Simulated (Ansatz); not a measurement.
# Preparing HfO2 (P2_1/c) as a host crystal, part 2 of 2

Before any defect goes in: HfO2 (P2_1/c) at rest, and how it screens a charge.

Ansatz 0.2.0; plane-wave PAW DFT, PBEsol; relaxation of the host's cell and atoms; PAW set soft_1 (the session's first sound run).

So far. Step 3 (Dielectric tensors of the host): The principal values of the electronic dielectric tensor are 4.69, 5.07 and 5.10. The principal values of the static dielectric tensor are 14.94, 18.84 and 20.97.

### Step 4. Defect free supercell relaxed in its symmetry

This cell, the one that will hold the defects, is built from the relaxed host. Its coarser k-points can move the atoms a little, so it is relaxed from the symmetric sites, as the reference for the test of stability.

This step: plane-wave PAW DFT, PBEsol; relaxation of the defect-free supercell in its symmetry; PAW set soft_1 (Ansatz 0.2.0).

System of this step: HfO2 (P2_1/c). The cell holds 96 atoms: 32 Hf and 64 O. Cell: a = 10.192 Å, b = 10.355 Å, c = 10.542 Å, α = 90.0°, β = 99.6°, γ = 90.0°.

pristine.symmetric/input.yaml reads:

```yaml
crystal:
  lattice:
    - [10.1921241429, 0.0, -0.0032967114]
    - [0.0, 10.3550610872, 0.0]
    - [-1.7563542387, 0.0, 10.3946742571]
  atoms:
    - { symbol: Hf, position: [0.1385773138, 0.228511038, 0.3540935296] }
    - { symbol: Hf, position: [0.3614226862, 0.478511038, 0.3959064704] }
    - { symbol: Hf, position: [0.3614226862, 0.271488962, 0.1459064704] }
    - { symbol: Hf, position: [0.1385773138, 0.021488962, 0.1040935296] }
    - { symbol: O, position: [0.2235658705, 0.3708982996, 0.4900109196] }
    - { symbol: O, position: [0.2764341295, 0.1208982996, 0.2599890804] }
    - { symbol: O, position: [0.2764341295, 0.1291017004, 0.0099890804] }
    - { symbol: O, position: [0.2235658705, 0.3791017004, 0.2400109196] }
    - { symbol: O, position: [0.0356475312, 0.1687329528, 0.1703912172] }
    - { symbol: O, position: [0.4643524688, 0.4187329528, 0.0796087828] }
    - { symbol: O, position: [0.4643524688, 0.3312670472, 0.3296087828] }
    - { symbol: O, position: [0.0356475312, 0.0812670472, 0.4203912172] }
    - { symbol: Hf, position: [0.1385773138, 0.228511038, 0.8540935297] }
    - { symbol: Hf, position: [0.3614226862, 0.478511038, 0.8959064704] }
    - { symbol: Hf, position: [0.3614226862, 0.271488962, 0.6459064704] }
    - { symbol: Hf, position: [0.1385773138, 0.021488962, 0.6040935296] }
    - { symbol: O, position: [0.2235658705, 0.3708982996, 0.9900109196] }
    - { symbol: O, position: [0.2764341295, 0.1208982996, 0.7599890804] }
    - { symbol: O, position: [0.2764341295, 0.1291017004, 0.5099890804] }
    - { symbol: O, position: [0.2235658705, 0.3791017004, 0.7400109196] }
    - { symbol: O, position: [0.0356475312, 0.1687329528, 0.6703912171] }
    - { symbol: O, position: [0.4643524688, 0.4187329528, 0.5796087829] }
    - { symbol: O, position: [0.4643524688, 0.3312670472, 0.8296087829] }
    - { symbol: O, position: [0.0356475312, 0.0812670472, 0.9203912172] }
    - { symbol: Hf, position: [0.1385773138, 0.728511038, 0.3540935296] }
    - { symbol: Hf, position: [0.3614226862, 0.978511038, 0.3959064704] }
    - { symbol: Hf, position: [0.3614226862, 0.771488962, 0.1459064704] }
    - { symbol: Hf, position: [0.1385773138, 0.521488962, 0.1040935296] }
    - { symbol: O, position: [0.2235658705, 0.8708982996, 0.4900109196] }
    - { symbol: O, position: [0.2764341295, 0.6208982996, 0.2599890804] }
[... 60 atom lines left out ...]
    - { symbol: O, position: [0.7764341295, 0.6291017004, 0.5099890804] }
    - { symbol: O, position: [0.7235658705, 0.8791017004, 0.7400109196] }
    - { symbol: O, position: [0.5356475312, 0.6687329528, 0.6703912171] }
    - { symbol: O, position: [0.9643524688, 0.9187329528, 0.5796087829] }
    - { symbol: O, position: [0.9643524688, 0.8312670472, 0.8296087829] }
    - { symbol: O, position: [0.5356475312, 0.5812670472, 0.9203912172] }
basis:
  ecutwfc: 420
  xc_grid: 2
hamiltonian:
  xc: pbesol
  pseudopotentials: { kind: paw, azcp: { folder: soft_1 }, xc_functional: pbe }
kpoints:
  mp_grid: { grid: [1, 1, 1] }
scf:
  occupations: { method: fermi_dirac, width: 0.01 }
  max_iter: 100
  lower_state_search: "off"
output:
  forces: true
relax:
  f_tol: 0.015
  max_steps: 60
  escape_saddle: false
checkpoint:
  write: "../pristine.symmetric.run"
  compress: false
  write_wavefunctions: false
  write_every: 100000
```

On the command line:

```console
$ ansatz run input.yaml --threads 32 --pin off --max-ram 84787MiB --backend cuda --events-out ev --progress --plain --runs-dir out --max-vram 78GiB
```

Numbers of over 12 decimals in the logs are rounded to 6 here.

What it wrote:

```text
[...]
device memory: the entry about to start is reckoned to put 4.2 GiB on a device that reports 174.5 GiB free (of which the cap on the GPU budget leaves the run 78.0 GiB)
GPU FFT provider: cuFFT
GPU libraries: cuBLAS 13.8.1, cuFFT 12.4.0, cuSOLVER 12.3.2
GPU matrix products: emulated (plane waves: as basis.precision tells), large ones in fixed point in workspaces of 1.00 GiB
Crystal: 96 atoms, lattice volume = 1096.995 Å³
Basis set: ecut = 420 eV, 21487 PW (Γ), exchange–correlation on 144×144×144 points (8 copies of the dense FFT grid, shifted against one another)
Bands: 730, of which v1, the nominal top of the filled ones, is band 608 counted from 1 (607 counted from 0)
Symmetry: 32 space group operations
[...]
k-points: 1
[...]
GPU buffer pool allocated for 373248 grid points (all kernels)
GPU transforms: local potential and band sums: pruned to the plane-wave sphere, on 72×72×72
[...]
SCF iter   1: F=—  HF=-535257.853435 eV  |Δ(HF+E_count)|=         —  Δρ=9.32e-2  dr2=7.78e1  Hψ=2163
[...]
SCF iter  10: F=-535233.778017 eV  HF=-535233.778016 eV  |Δ(HF+E_count)|=   1.08e-5  Δρ=1.34e-5  dr2=2.13e-6  Hψ=3176
SCF 1 converged in 10 iterations: F = -535233.778017 eV  dr2 = 2.13e-6
[...]
relax step   1: F+E_penalty+E_count = -535233.77801725 eV  Δ(F+E_penalty+E_count) = +0.000e0 eV  max|allowed force component| = 1.112e-2 eV/Å  Δτ_max = 0.0000 Å  (10 SCF iters, dr2 threshold 5.63e-6 eV, accepted)
[...]
SCF iter   4: F=-535233.778018 eV  HF=-535233.778018 eV  |Δ(HF+E_count)|=   1.71e-7  Δρ=1.51e-6  dr2=2.34e-8  Hψ=3116
SCF 2 converged in 4 iterations: F = -535233.778018 eV  dr2 = 2.34e-8
relax step   2: F+E_penalty+E_count = -535233.77801802 eV  Δ(F+E_penalty+E_count) = -7.732e-7 eV  max|allowed force component| = 1.111e-2 eV/Å  Δτ_max = 0.0000 Å  (4 SCF iters, accepted)
SCF converged after 4 iterations
Free energy (F): -535233.778018 eV
[...]
Internal energy: -535233.778018 eV  (E = F + TS)
E sigma→0 (E₀):  -535233.778018 eV
Fermi energy:    14.982627 eV
[...]
--- Forces (eV/Å), atoms counted from 1 ---
  atom   1  Hf    -0.01021601    -0.00855105    -0.00834951
  atom   2  Hf     0.01021601    -0.00855105     0.00834951
  atom   3  Hf     0.01021601     0.00855105     0.00834951
  atom   4  Hf    -0.01021601     0.00855105    -0.00834951
  atom   5  O     -0.00879871    -0.00194011    -0.00145439
  atom   6  O      0.00879871    -0.00194011     0.00145439
  [... 90 more lines of this table ...]
  max |Σ_I F_I| component: 2.43e-17 eV/Å
--- Relaxed structure (2 steps of the walk, 2 accepted, 0 SCFs on fresh bases) ---
  F+E_penalty+E_count = -535233.77801802 eV   max|allowed force component| = 1.111e-2 eV/Å
  atoms:
    - { symbol: Hf, position: [0.138577, 0.228511, 0.354094] }
    - { symbol: Hf, position: [0.361423, 0.478511, 0.395906] }
    - { symbol: Hf, position: [0.361423, 0.271489, 0.145906] }
    - { symbol: Hf, position: [0.138577, 0.021489, 0.104094] }
    - { symbol: O, position: [0.223566, 0.370898, 0.490011] }
    - { symbol: O, position: [0.2764341295, 0.120898, 0.2599890804] }
  [... 90 more lines of this table ...]
```

The job ended after 2 s (1 × NVIDIA GB200 with 32 threads of Arm Neoverse V2, shared host; peak memory 0.97 GiB; 5.8 s of CPU time).

Hardly anything moved in the relaxation; the energy changed by under 0.2 meV an atom.

### Step 5. Defect free supercell relaxed from displaced atoms

This step: plane-wave PAW DFT, PBEsol; relaxation of the defect-free supercell from random displacements, a test of the host's stability; PAW set soft_1 (Ansatz 0.2.0).

pristine.rattled/input.yaml, as its differences from pristine.symmetric/input.yaml of step 4:

```diff
@@ -59,6 +59,6 @@
   f_tol: 0.015
-  max_steps: 60
-  escape_saddle: false
+  max_steps: 120
+  random_displacement: { amplitude: 0.06, seed: 1739 }
 checkpoint:
-  write: "../pristine.symmetric.run"
+  write: "../pristine.rattled.run"
   compress: false
```

What it wrote:

```text
[...]
Crystal: 96 atoms, lattice volume = 1096.995 Å³
Basis set: ecut = 420 eV, 21487 PW (Γ), exchange–correlation on 144×144×144 points (8 copies of the dense FFT grid, shifted against one another)
Bands: 730, of which v1, the nominal top of the filled ones, is band 608 counted from 1 (607 counted from 0)
Symmetry: 1 space group operations
k-points: 1
[...]
SCF iter   1: F=—  HF=-535255.474242 eV  |Δ(HF+E_count)|=         —  Δρ=9.34e-2  dr2=7.88e1  Hψ=2167
[...]
SCF iter   2: F=—  HF=-535237.301151 eV  |Δ(HF+E_count)|=    1.82e1  Δρ=4.19e-2  dr2=1.82e1  Hψ=1422
[...]
SCF iter  11: F=-535230.956755 eV  HF=-535230.956755 eV  |Δ(HF+E_count)|=   5.16e-6  Δρ=1.54e-5  dr2=2.27e-6  Hψ=3421
SCF 1 converged in 11 iterations: F = -535230.956755 eV  dr2 = 2.27e-6
[...]
relax step   1: F+E_penalty+E_count = -535230.95675510 eV  Δ(F+E_penalty+E_count) = +0.000e0 eV  max|allowed force component| = 1.949e0 eV/Å  Δτ_max = 0.0000 Å  (11 SCF iters, dr2 threshold 5.63e-6 eV, accepted)
[...]
relax step   2: F+E_penalty+E_count = -535233.01299955 eV  Δ(F+E_penalty+E_count) = -2.056e0 eV  max|allowed force component| = 1.019e0 eV/Å  Δτ_max = 0.1246 Å  (7 SCF iters, dr2 threshold 1.00e-4 eV, accepted)
relax step   3: F+E_penalty+E_count = -535233.77594616 eV  Δ(F+E_penalty+E_count) = -7.629e-1 eV  max|allowed force component| = 5.471e-2 eV/Å  Δτ_max = 0.0680 Å  (6 SCF iters, dr2 threshold 6.49e-5 eV, accepted)
[...]
SCF iter   1: F=—  HF=-535233.770582 eV  |Δ(HF+E_count)|=         —  Δρ=6.39e-4  dr2=2.40e-3  Hψ=1322
[...]
SCF iter   2: F=—  HF=-535233.770274 eV  |Δ(HF+E_count)|=   3.08e-4  Δρ=3.26e-4  dr2=5.88e-4  Hψ=840
[...]
SCF iter   7: F=-535233.778656 eV  HF=-535233.778656 eV  |Δ(HF+E_count)|=   1.27e-7  Δρ=2.01e-6  dr2=5.42e-8  Hψ=2965
SCF 4 converged in 7 iterations: F = -535233.778656 eV  dr2 = 5.42e-8
[...]
relax step   4: F+E_penalty+E_count = -535233.77865585 eV  Δ(F+E_penalty+E_count) = -2.710e-3 eV  max|allowed force component| = 3.354e-3 eV/Å  Δτ_max = 0.0100 Å  (7 SCF iters, accepted)
SCF converged after 7 iterations
Free energy (F): -535233.778656 eV
[...]
Internal energy: -535233.778656 eV  (E = F + TS)
E sigma→0 (E₀):  -535233.778656 eV
Fermi energy:    14.981223 eV
[...]
--- Forces (eV/Å), atoms counted from 1 ---
  atom   1  Hf     0.00114199    -0.00119666    -0.00094693
  atom   2  Hf     0.00049051    -0.00116478     0.00110898
  atom   3  Hf    -0.00184636     0.00148347     0.00036329
  atom   4  Hf    -0.00156508    -0.00041936     0.00082261
  atom   5  O     -0.00067861    -0.00126187     0.00088759
  atom   6  O     -0.00026568    -0.00005472     0.00029438
  [... 90 more lines of this table ...]
  max |Σ_I F_I| component: 1.85e-4 eV/Å
--- Relaxed structure (4 steps of the walk, 4 accepted, 0 SCFs on fresh bases) ---
  F+E_penalty+E_count = -535233.77865585 eV   max|allowed force component| = 3.354e-3 eV/Å
  atoms:
    - { symbol: Hf, position: [0.137818, 0.228651, 0.354118] }
    - { symbol: Hf, position: [0.360680, 0.478634, 0.395962] }
    - { symbol: Hf, position: [0.360700, 0.271776, 0.145967] }
    - { symbol: Hf, position: [0.137816, 0.021785, 0.104098] }
    - { symbol: O, position: [0.222727, 0.371125, 0.490007] }
    - { symbol: O, position: [0.275782, 0.121108, 0.260059] }
  [... 90 more lines of this table ...]
```

The job ended after 3.5 s (1 × NVIDIA GB200 with 32 threads; peak memory 1.1 GiB; 12 s of CPU time).

Step by step:

| step | energy less that of the first step (eV) | largest force component (eV/Å) |
| --- | --- | --- |
| 1 | 0.0000 | 1.9488 |
| 2 | -2.0562 | 1.0187 |
| 3 | -2.8192 | 0.0547 |
| 4 | -2.8219 | 0.0034 |

The relaxation ends 29 meV an atom lower than the displaced start, with a largest force component of 0.0034 eV/Å.

### Step 6. Host on a dense mesh

This step: plane-wave PAW DFT, PBEsol; single point of the defect-free host, a test of the k-point sampling; PAW set soft_1 (Ansatz 0.2.0).

System of this step: HfO2 (P2_1/c). The structure is monoclinic, space group P2_1/c (No. 14). Conventional cell: a = 5.096 Å, b = 5.178 Å, c = 5.271 Å, α = 90.00°, β = 99.61°, γ = 90.00°. Nearest to Hf lie 7 O at 2.04 to 2.23 Å. Nearest to O lie 4 Hf at 2.14 to 2.23 Å. Nearest to O lie 3 Hf at 2.04 to 2.13 Å. Farther neighbours and most contacts between anions are not listed.

dense/input.yaml reads:

```yaml
crystal:
  lattice:
    - [5.0960620715, 0.0, -0.0016483557]
    - [0.0, 5.1775305436, 0.0]
    - [-0.8781771194, 0.0, 5.1973371285]
  atoms:
    - { symbol: Hf, position: [0.2771546276, 0.4570220761, 0.7081870593] }
    - { symbol: Hf, position: [0.7228453724, 0.9570220761, 0.7918129407] }
    - { symbol: Hf, position: [0.7228453724, 0.5429779239, 0.2918129407] }
    - { symbol: Hf, position: [0.2771546276, 0.0429779239, 0.2081870593] }
    - { symbol: O, position: [0.447131741, 0.7417965992, 0.9800218393] }
    - { symbol: O, position: [0.552868259, 0.2417965992, 0.5199781607] }
    - { symbol: O, position: [0.552868259, 0.2582034008, 0.0199781607] }
    - { symbol: O, position: [0.447131741, 0.7582034008, 0.4800218393] }
    - { symbol: O, position: [0.0712950624, 0.3374659056, 0.3407824343] }
    - { symbol: O, position: [0.9287049376, 0.8374659056, 0.1592175657] }
    - { symbol: O, position: [0.9287049376, 0.6625340944, 0.6592175657] }
    - { symbol: O, position: [0.0712950624, 0.1625340944, 0.8407824343] }
basis:
  ecutwfc: 420
  xc_grid: 2
hamiltonian:
  xc: pbesol
  pseudopotentials: { kind: paw, azcp: { folder: soft_1 }, xc_functional: pbe }
kpoints:
  mp_grid: { grid: [6, 6, 6] }
scf:
  occupations: { method: fermi_dirac, width: 0.01 }
  max_iter: 100
  lower_state_search: "off"
checkpoint:
  write: "../dense.run"
  compress: false
  write_wavefunctions: false
  write_every: 100000
```

On the command line:

```console
$ ansatz run input.yaml --threads 32 --pin off --max-ram 84787MiB --backend cpu --events-out ev --progress --plain --runs-dir out
```

What it wrote:

```text
[...]
Crystal: 12 atoms, lattice volume = 137.124 Å³
Basis set: ecut = 420 eV, 2689 PW (Γ), exchange–correlation on 72×72×72 points (8 copies of the dense FFT grid, shifted against one another)
Bands: 88, of which v1, the nominal top of the filled ones, is band 76 counted from 1 (75 counted from 0)
Symmetry: 4 space group operations
[...]
k-points: 80 of 216
[...]
SCF iter   1: F=—  HF=-66907.278389 eV  |Δ(HF+E_count)|=         —  Δρ=9.33e-2  dr2=9.75e0  Hψ=21651
[...]
SCF iter  11: F=-66904.260422 eV  HF=-66904.260422 eV  |Δ(HF+E_count)|=   1.74e-7  Δρ=3.92e-6  dr2=2.10e-8  Hψ=20239
SCF 1 converged in 11 iterations: F = -66904.260422 eV  dr2 = 2.10e-8
[...]
SCF converged after 11 iterations
Free energy (F): -66904.260422 eV
[...]
Internal energy: -66904.260422 eV  (E = F + TS)
E sigma→0 (E₀):  -66904.260422 eV
Fermi energy:    14.981108 eV
[...]
```

Wall time 2.9 s (32 threads); peak memory 1.8 GiB; 77 s of CPU time.

### Step 7. Defect free supercell at the zone centre

The supercell is run at the zone centre, to see how far that sampling misses the dense mesh.

System of this step: HfO2 (P2_1/c). The cell holds 96 atoms: 32 Hf and 64 O. Its edges and angles: a = 10.192 Å, b = 10.355 Å, c = 10.542 Å, α = 90.0°, β = 99.6°, γ = 90.0°.

pristine.sampling_gamma/input.yaml, as its differences from pristine.rattled/input.yaml of step 5:

```diff
@@ -55,10 +55,4 @@
   lower_state_search: "off"
-output:
-  forces: true
-relax:
-  f_tol: 0.015
-  max_steps: 120
-  random_displacement: { amplitude: 0.06, seed: 1739 }
 checkpoint:
-  write: "../pristine.rattled.run"
+  write: "../pristine.sampling_gamma.run"
   compress: false
```

On the command line:

```console
$ ansatz run input.yaml --threads 32 --pin off --max-ram 84787MiB --backend cuda --events-out ev --progress --plain --runs-dir out --max-vram 78GiB
```

What it wrote:

```text
[...]
GPU FFT provider: cuFFT
GPU libraries: cuBLAS 13.8.1, cuFFT 12.4.0, cuSOLVER 12.3.2
[...]
Crystal: 96 atoms, lattice volume = 1096.995 Å³
Basis set: ecut = 420 eV, 21487 PW (Γ), exchange–correlation on 144×144×144 points (8 copies of the dense FFT grid, shifted against one another)
Bands: 704, of which v1, the nominal top of the filled ones, is band 608 counted from 1 (607 counted from 0)
Symmetry: 32 space group operations
[...]
k-points: 1
[...]
GPU buffer pool allocated for 373248 grid points (all kernels)
[...]
SCF iter   1: F=—  HF=-535257.859317 eV  |Δ(HF+E_count)|=         —  Δρ=9.32e-2  dr2=7.78e1  Hψ=2137
[...]
SCF iter  12: F=-535233.778018 eV  HF=-535233.778018 eV  |Δ(HF+E_count)|=   1.15e-7  Δρ=1.51e-6  dr2=1.78e-8  Hψ=2002
SCF 1 converged in 12 iterations: F = -535233.778018 eV  dr2 = 1.78e-8
[...]
SCF converged after 12 iterations
Free energy (F): -535233.778018 eV
[...]
Internal energy: -535233.778018 eV  (E = F + TS)
E sigma→0 (E₀):  -535233.778018 eV
Fermi energy:    14.982631 eV
[...]
```

The job ended after 2 s (1 × NVIDIA GB200 with 32 threads; peak memory 1.1 GiB; 3.6 s of CPU time).

### Step 8. What came out

- primitive cell vectors, lengths: 5.096, 5.178, 5.271 Å
- electronic dielectric constant: principal values (4.69, 5.07, 5.10)
- static dielectric constant: principal values (14.94, 18.84, 20.97)
- gap on the k-mesh of the response run (PBEsol): 4.03 eV
- supercell relaxed in its symmetry less the displaced and relaxed one: 0.001 eV
- energy an atom at the zone centre alone less that on the dense mesh: 0.003 eV

In words: Step 5: The energy fell by 2.822 eV from the randomly displaced start; the atoms end within 0.005 Å of the sites as typed, once the mean shift is taken out. The displaced cell ends within 0.01 eV of the symmetric one relaxed in its symmetry, so no lower structure shows in this supercell. The k-mesh can miss the band edges, so this gap is an upper bound at this level. All at zero temperature.

[Logs are printed without paths, hosts, clocks, repeated set-up lines and the standing remarks that a program may print on its own settings, such as how far it seeks lower states.]

[Hosts, paths, dates, database ids (printed as entryN), source tags and the programs' standing remarks are cut or masked in the printed files.]

[Runs of the host that timed out are not shown.]

[For some hosts the program warned that the k-mesh of the response run may be too coarse for force constants and the static dielectric constant; such warnings are not always shown.]
